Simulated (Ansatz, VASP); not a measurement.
# Cross-check of Si10H2O (OH-terminated Si(111)) between VASP and Ansatz, part 2 of 3

Aim: how closely do two programs agree when they are given the same cell, functional and k mesh? The structure shown is the end of the VASP relaxation below.

VASP 6.6.1 and Ansatz 0.2.0.

So far: The structure; VASP: relaxation, PBE.

## 3. Ansatz: single point, PBE

Level of this step: Ansatz beside VASP: Kohn-Sham DFT, plane waves, PBE (Ansatz).

Ansatz runs on its default PAW (the set named soft_2) files.

The same cell, functional, mesh and smearing now go to Ansatz, which takes its cutoff from its data sets.

input.yaml reads:

```yaml
crystal:
  lattice:
    - [3.86765086, 0.0, 0.0]
    - [1.93382543, 3.3494839, 0.0]
    - [0.0, 0.0, 33.08117574]
  atoms:
    - { symbol: Si, position: [0.33579206, 0.3333668, 0.28736267] }
    - { symbol: Si, position: [0.66926159, 0.66663866, 0.31040774] }
    - { symbol: Si, position: [0.67056052, 0.66643834, 0.38197091] }
    - { symbol: Si, position: [0.00432812, 0.99967944, 0.40588222] }
    - { symbol: Si, position: [0.00558917, 0.99896532, 0.47732259] }
    - { symbol: Si, position: [0.33920877, 0.33207028, 0.5011152] }
    - { symbol: Si, position: [0.34491221, 0.32814872, 0.5726423] }
    - { symbol: Si, position: [0.67874891, 0.66125371, 0.59651981] }
    - { symbol: Si, position: [0.6757332, 0.6569065, 0.66815677] }
    - { symbol: Si, position: [0.00861524, 0.98910637, 0.69161832] }
    - { symbol: H, position: [0.33639387, 0.33316685, 0.24187218] }
    - { symbol: H, position: [0.14839272, 0.06647228, 0.75682661] }
    - { symbol: O, position: [0.99447863, 0.96778672, 0.74253576] }
hamiltonian:
  xc: pbe
  pseudopotentials: { kind: paw }
kpoints:
  mp_grid: { grid: [9, 9, 1] }
scf:
  occupations: { method: gaussian, width: 0.03 }
  n_extra_bands: 7
efield:
  axis: 3
  dipole_correction: true
  ramp_width: 0.04
output:
  forces: true
  eigenvalues: true
```

Command:

```bash
$ ansatz run input.yaml --threads 4 --pin off --max-ram 9216MiB --backend cpu --events-out ev --progress --plain --runs-dir out
```

Numbers of over 12 decimals in the logs are rounded to 6 here.

Log:

```text
scf.n_extra_bands = 7 over 24 filled bands (N_el = 48.0): the run solves 31 bands
Engine: ansatz 0.2.0, x86_64-unknown-linux-gnu
Pseudopotentials: kind: paw
Pseudopotential: Si, paw, valence charge 4, recommended cutoff 420 eV (normal), Si.paw.azcp
Pseudopotential: H, paw, valence charge 1, recommended cutoff 420 eV (normal), H.paw.azcp
Pseudopotential: O, paw, valence charge 6, recommended cutoff 420 eV (normal), O.paw.azcp
Functional definition: PBE
  parameter kappa = 0.804
  parameter beta = 0.066725
  exchange = pbe_x(kappa = kappa, mu = beta*pi^2/3)
  correlation = pbe_c(beta = beta)
Crystal: 13 atoms, lattice volume = 428.555 Å³
Basis set: ecut = 420 eV, 8439 PW (Γ), exchange–correlation on 54×54×450 points (8 copies of the dense FFT grid, shifted against one another)
Bands: 31, of which v1, the nominal top of the filled ones, is band 24 counted from 1 (23 counted from 0)
Symmetry: 1 space group operations
Space group: P1 (ITA 1), of the structure as read, at distance tolerance 7.5e-5 Å
k-points: 41 of 81 (time reversal used)
Non-local potential: Si, projectors of the file, l = 0: 2, l = 1: 2, l = 2: 2
Non-local potential: H, projectors of the file, l = 0: 2, l = 1: 1
Non-local potential: O, projectors of the file, l = 0: 2, l = 1: 2, l = 2: 1
PAW form: soft (Blöchl's): semilocal exchange-correlation on the pseudo side does not see the compensation charge
PAW one-centre angular grid: Si, 110 points (default); XC on 64 Gauss nodes
PAW one-centre angular grid: H, 110 points (default); XC on 64 Gauss nodes
PAW one-centre angular grid: O, 110 points (default); XC on 64 Gauss nodes
Initial density: superposition of atomic densities (neutral atoms: chi_scale 0, normalization atom), corrected by the library's trained network
Initial wavefunctions: pseudopotential atomic-orbital guess
Functional: x = pbe(κ = 0.804, μ = 0.219515), c = pbe(β = 0.066725)
SCF iter   1: F=—  HF=-6957.651341 eV  |F-HF|=—  |Δ(HF+E_count)|=         —  Δρ=1.78e-3  dr2=9.52e-2  ethr=1.77e-3  p=-0.007 e·Å  D=-2.88e-3 V/Å  ΔV_dip=0.10 eV  dr2_dipole=1.03e-2  V_vac-E_F(+/−)=3.84/3.74 eV  ⟨swp⟩=11.4  Hψ=8620  notcnv=0
efield: sawtooth ramp at fractional position 0.9793 (placed from the atoms, in the widest stretch of the axis that holds none; the zero of the levels goes with the place), width 0.0400; the density the first Hamiltonian is built on has a dipole p = -0.007 e·Å; the dipole correction subtracts the counter field D = -2.88e-3 V/Å, which shifts the + side's vacuum level by +0.10 eV against the − side's; the planar-averaged density in the ramp window peaks in size at 3.2e-6 e/Å³
preconditioner: auto → Resta (q_TF=auto, 1.894 Å⁻¹)  ε∞=3.6  [insulator: Δε(μ)=0.767 eV  Ē_g=7.528 eV  σ=0.030 eV  W_gap=1.00  n_scr=36 (ndim 8)  ℏωp=12.2 eV  f_vac=0.437  D(μ)=0.00/eV (n_scr^D=0)  ε∞_Penn≈3.6  vacuum switching on, ρ_ref=4.1e-3 e/Å³]
SCF iter   2: F=—  HF=-6957.640170 eV  |F-HF|=—  |Δ(HF+E_count)|=   1.12e-2  Δρ=8.60e-4  dr2=1.05e-2  ethr=1.98e-4  p=0.023 e·Å  D=9.92e-3 V/Å  ΔV_dip=-0.33 eV  dr2_dipole=1.57e-3  V_vac-E_F(+/−)=3.93/4.26 eV  ⟨swp⟩=3.4  Hψ=2130  notcnv=0  defer=85
SCF iter   3: F=—  HF=-6957.639655 eV  |F-HF|=—  |Δ(HF+E_count)|=   5.15e-4  Δρ=4.23e-4  dr2=1.11e-3  ethr=2.18e-5  p=0.013 e·Å  D=5.58e-3 V/Å  ΔV_dip=-0.18 eV  dr2_dipole=3.54e-4  V_vac-E_F(+/−)=3.95/4.14 eV  ⟨swp⟩=2.4  Hψ=1900  notcnv=0  defer=85
SCF iter   4: F=—  HF=-6957.639936 eV  |F-HF|=—  |Δ(HF+E_count)|=   2.81e-4  Δρ=1.98e-4  dr2=4.66e-4  ethr=2.30e-6  p=0.019 e·Å  D=8.03e-3 V/Å  ΔV_dip=-0.27 eV  dr2_dipole=4.94e-5  V_vac-E_F(+/−)=3.93/4.20 eV  ⟨swp⟩=2.4  Hψ=2003  notcnv=0  defer=85
SCF iter   5: F=—  HF=-6957.640020 eV  |F-HF|=—  |Δ(HF+E_count)|=   8.37e-5  Δρ=7.75e-5  dr2=8.76e-5  ethr=9.72e-7  p=0.018 e·Å  D=7.50e-3 V/Å  ΔV_dip=-0.25 eV  dr2_dipole=3.70e-5  V_vac-E_F(+/−)=3.95/4.20 eV  ⟨swp⟩=2.4  Hψ=1666  notcnv=0  defer=85
SCF iter   6: F=—  HF=-6957.639822 eV  |F-HF|=—  |Δ(HF+E_count)|=   1.98e-4  Δρ=3.09e-5  dr2=5.17e-6  ethr=1.82e-7  p=0.019 e·Å  D=8.18e-3 V/Å  ΔV_dip=-0.27 eV  dr2_dipole=8.31e-9  V_vac-E_F(+/−)=3.94/4.21 eV  ⟨swp⟩=2.6  Hψ=2029  notcnv=0  defer=85
SCF iter   7: F=—  HF=-6957.639826 eV  |F-HF|=—  |Δ(HF+E_count)|=   3.67e-6  Δρ=1.61e-5  dr2=1.69e-6  ethr=1.08e-8  p=0.020 e·Å  D=8.28e-3 V/Å  ΔV_dip=-0.27 eV  dr2_dipole=7.74e-8  V_vac-E_F(+/−)=3.94/4.22 eV  ⟨swp⟩=2.0  Hψ=2110  notcnv=0  defer=85
SCF iter   8: F=—  HF=-6957.639826 eV  |F-HF|=—  |Δ(HF+E_count)|=   2.40e-7  Δρ=5.08e-6  dr2=1.17e-7  ethr=3.53e-9  p=0.020 e·Å  D=8.35e-3 V/Å  ΔV_dip=-0.28 eV  dr2_dipole=2.03e-9  V_vac-E_F(+/−)=3.94/4.22 eV  ⟨swp⟩=2.0  Hψ=2170  notcnv=0  defer=85
SCF iter   9: F=-6957.639826 eV  HF=-6957.639826 eV  |F-HF|=1.36e-8  |Δ(HF+E_count)|=   3.12e-8  Δρ=1.37e-6  dr2=8.55e-9  ethr=2.08e-10  p=0.020 e·Å  D=8.36e-3 V/Å  ΔV_dip=-0.28 eV  dr2_dipole=3.41e-11  V_vac-E_F(+/−)=3.94/4.22 eV  ⟨swp⟩=14.3  Hψ=6498  notcnv=0
SCF 1 converged in 9 iterations: F = -6957.639826 eV  dr2 = 8.55e-9
  greatest PAW one-centre occupation: 0.865 electrons in one spin orbital (limit 2), on the O atom at site 12 (counted from 0), in its partial waves of l = 0
SCF converged after 9 iterations
Free energy (F): -6957.639826 eV
Harris-Foulkes:  -6957.639826 eV  (|F-HF|=1.36e-8)
Internal energy: -6957.639826 eV  (E = F + TS)
E sigma→0 (E₀):  -6957.639826 eV
Fermi energy:    1.212520 eV
Dipole field:    D = 0.008361 V/Å  (p = 0.019801 e·Å, saw-weighted, corrected)
Work function:   Φ+ = 3.9422 eV   Φ− = 4.2189 eV
Levels:          The Fermi level and band energies are counted from a zero that moves with the ramp; work functions are not
--- Per-component energies (eV) ---
  E_band       = -236.000260
  E_kinetic    = 604.455762
  E_local      = -18920.682673  (includes V_loc(G=0)·N_el)
  E_nonlocal   = 309.901757
  E_hartree    = 9207.494025
  E_xc         = -641.663857
  E_vxc        = -582.056191  (∫ρ·V_xc dr)
  E_paw        = -5287.393263  (= ΣΔE_a)
  E_vpaw       = -62.318844  (= ΣTr[D̂ρ^β])
  E_aug_tail   = 0.000108  (compensation charges beyond the density's cutoff)
  E_efield     = 0.000083  (sawtooth field / dipole correction)
  E_vefield    = -0.292225  (∫n·V_field dr)
  E_ewald      = 7770.248232
  E_smearing   = -0.000000  (= −TS)
  E_closure    = 0.000000  (closes the sum)
  Σ components = -6957.639826   (vs F -6957.639826, Δ=0.00e0)
--- Forces (eV/Å), atoms counted from 1 ---
  atom   1  Si     0.00515692    -0.00269712     0.00999370
  atom   2  Si     0.00157642     0.00064445     0.01057636
  atom   3  Si     0.01149646    -0.00190528    -0.01358620
  atom   4  Si    -0.00899113    -0.00216862    -0.04107292
  atom   5  Si    -0.00020518    -0.00323969     0.01759656
  atom   6  Si     0.00881185    -0.00507210     0.00784561
  atom   7  Si     0.00196107     0.00599244     0.02031630
  atom   8  Si    -0.00796272     0.00744585    -0.00346226
  atom   9  Si     0.00098871     0.00399275    -0.01086447
  atom  10  Si     0.02114447    -0.00916131     0.04792650
  atom  11  H     -0.00058463     0.00032354    -0.00051258
  atom  12  H     -0.11918603    -0.03255380    -0.10276114
  atom  13  O      0.08580912     0.03840311     0.05801624
  max |Σ_I F_I| component: 1.53e-5 eV/Å
--- Band table (eV; the first three rows and the last of 41) ---
  k-point 0: bands = [... 20 lower, 0.5032, 0.5481, 0.7439, 0.8248, 2.2034, 2.3473, 2.5759, 2.9263, ... 3 higher]
  k-point 1: bands = [... 20 lower, -0.0703, 0.0664, 0.3210, 0.5843, 2.5936, 2.9695, 3.0183, 3.2094, ... 3 higher]
  k-point 2: bands = [... 20 lower, -0.5477, -0.2438, -0.1129, 0.1791, 2.2223, 2.4617, 2.7536, 3.1698, ... 3 higher]
  k-point 40: bands = [... 20 lower, -1.4945, -1.2743, -1.0268, -0.7107, 2.1430, 2.5042, 2.7771, 3.0767, ... 3 higher]
```

Wall time 9.7 s (4 threads of Intel Xeon 6975P-C (Granite Rapids), shared host); peak memory 0.97 GiB.

In the SCF lines HF is the Harris–Foulkes energy and dr2 the Hartree energy of the density residual, in eV; the loop may stop once dr2 is under the threshold and the program's other checks hold. Hψ counts applications of the Hamiltonian.

## 4. Differences

Known differences besides the potentials themselves: the cutoff is 420 eV in Ansatz and 440 eV in VASP (PREC = Normal, projectors in real space); VASP leaves aspherical gradient terms in its spheres out (LASPH is not set), Ansatz keeps them. Total energies have different zeros and are not compared.

Compared:

```tsv
quantity	Ansatz	VASP	difference
gap on the k mesh (eV)	0.776	0.779	-0.003
```

At this near-relaxed geometry the largest component of a force difference is 94 meV/Å. A gap on the mesh is an upper bound, since the band edges may lie between its points.

## 5. Further runs

Further runs change the set-up of one program: Ansatz's method, potentials or start, or VASP's data sets, cutoff or form of LDA. The table gives Ansatz less VASP for each quantity, since a change that brings one quantity closer may part another.

```tsv
run	r.m.s. force difference (meV/Å)	gap on the k mesh (eV)
as above	28	-0.0026
Ansatz's larger PAW set (cutoff 1000 eV)	33	7.0e-4
norm-conserving potentials (cutoff 1240 eV)	36	-0.0051
```

## 6. Ansatz: band structure, PBE

The same path points are solved in both programs, so levels can be compared one by one.

input.yaml reads:

```yaml
crystal:
  lattice:
    - [3.8676508603, 0.0, 0.0]
    - [1.9338254302, 3.349483898, 0.0]
    - [0.0, 0.0, 33.0811757406]
  atoms:
    - { symbol: Si, position: [0.3357920568, 0.3333668006, 0.2873626669] }
    - { symbol: Si, position: [0.6692615895, 0.6666386608, 0.3104077398] }
    - { symbol: Si, position: [0.6705605195, 0.6664383444, 0.3819709087] }
    - { symbol: Si, position: [0.0043281209, 0.9996794448, 0.4058822204] }
    - { symbol: Si, position: [0.0055891693, 0.9989653176, 0.4773225918] }
    - { symbol: Si, position: [0.339208765, 0.3320702767, 0.5011151978] }
    - { symbol: Si, position: [0.3449122112, 0.3281487166, 0.5726423015] }
    - { symbol: Si, position: [0.6787489066, 0.6612537106, 0.596519814] }
    - { symbol: Si, position: [0.6757332013, 0.6569065019, 0.6681567738] }
    - { symbol: Si, position: [0.0086152443, 0.9891063745, 0.6916183215] }
    - { symbol: H, position: [0.3363938653, 0.3331668525, 0.2418721844] }
    - { symbol: H, position: [0.1483927198, 0.0664722824, 0.7568266053] }
    - { symbol: O, position: [0.9944786306, 0.9677867167, 0.7425357641] }
hamiltonian:
  xc: pbe
  pseudopotentials: { kind: paw }
kpoints:
  mp_grid: { grid: [9, 9, 1] }
  band_path:
    path:
      - [0.0, 0.0, 0.0]
      - [0.0, -0.03846, 0.0]
      - [0.0, -0.07692, 0.0]
      - [0.0, -0.15385, 0.0]
      - [0.0, -0.19231, 0.0]
      - [0.0, -0.26923, 0.0]
      - [0.0, -0.30769, 0.0]
      - [0.0, -0.34615, 0.0]
      - [0.0, -0.42308, 0.0]
      - [0.0, -0.46154, 0.0]
      - [0.0, -0.5, 0.0]
      - [0.02564, -0.48718, 0.0]
      - [0.05128, -0.47436, 0.0]
      - [0.10256, -0.44872, 0.0]
      - [0.12821, -0.4359, 0.0]
      - [0.17949, -0.41026, 0.0]
      - [0.20513, -0.39744, 0.0]
      - [0.25641, -0.37179, 0.0]
      - [0.28205, -0.35897, 0.0]
      - [0.30769, -0.34615, 0.0]
      - [0.33333, -0.33333, 0.0]
      - [0.30769, -0.30769, 0.0]
      - [0.25641, -0.25641, 0.0]
      - [0.23077, -0.23077, 0.0]
      - [0.20513, -0.20513, 0.0]
      - [0.15385, -0.15385, 0.0]
      - [0.12821, -0.12821, 0.0]
      - [0.07692, -0.07692, 0.0]
      - [0.05128, -0.05128, 0.0]
      - [0.0, 0.0, 0.0]
    npoints: 1
scf:
  occupations: { method: gaussian, width: 0.03 }
  n_extra_bands: 12
efield:
  axis: 3
  dipole_correction: true
  ramp_width: 0.04
output:
  forces: true
  eigenvalues: true
```

Log:

```text
[...]
Crystal: 13 atoms, lattice volume = 428.555 Å³
Basis set: ecut = 420 eV, 8439 PW (Γ), exchange–correlation on 54×54×450 points (8 copies of the dense FFT grid, shifted against one another)
Bands: 36, of which v1, the nominal top of the filled ones, is band 24 counted from 1 (23 counted from 0)
Symmetry: 1 space group operations
[...]
k-point 0: bands = [... 20 lower, 0.5032, 0.5481, 0.7439, 0.8248, 2.2033, 2.3473, 2.5759, 2.9263, ... 8 higher]
  k-point 1: bands = [... 20 lower, -0.0703, 0.0664, 0.3210, 0.5843, 2.5936, 2.9695, 3.0183, 3.2094, ... 8 higher]
  k-point 2: bands = [... 20 lower, -0.5478, -0.2438, -0.1129, 0.1790, 2.2223, 2.4617, 2.7536, 3.1698, ... 8 higher]
  k-point 40: bands = [... 20 lower, -1.4945, -1.2743, -1.0269, -0.7107, 2.1430, 2.5042, 2.7771, 3.0767, ... 8 higher]
[key lines of the parts left out:]
SCF converged after 9 iterations
Free energy (F): -6957.639826 eV
Fermi energy:    1.212512 eV
Dipole field:    D = 0.008368 V/Å  (p = 0.019818 e·Å, saw-weighted, corrected)
Work function:   Φ+ = 3.9421 eV   Φ− = 4.2190 eV
```

The job ended after 13 s (4 threads; peak memory 1 GiB; 50 s of CPU time).

(Part 2 of 3 ends here.)

[Lines on the potential files, build, host, timing and source positions are cut from VASP's logs without a mark.]

[Logs are printed without paths, hosts, clocks, repeated set-up lines and the standing remarks that a program may print on its own settings, such as how far it seeks lower states.]

[Hosts, paths, dates, database ids (printed as entryN), source tags and the programs' standing remarks are cut or masked in the printed files.]
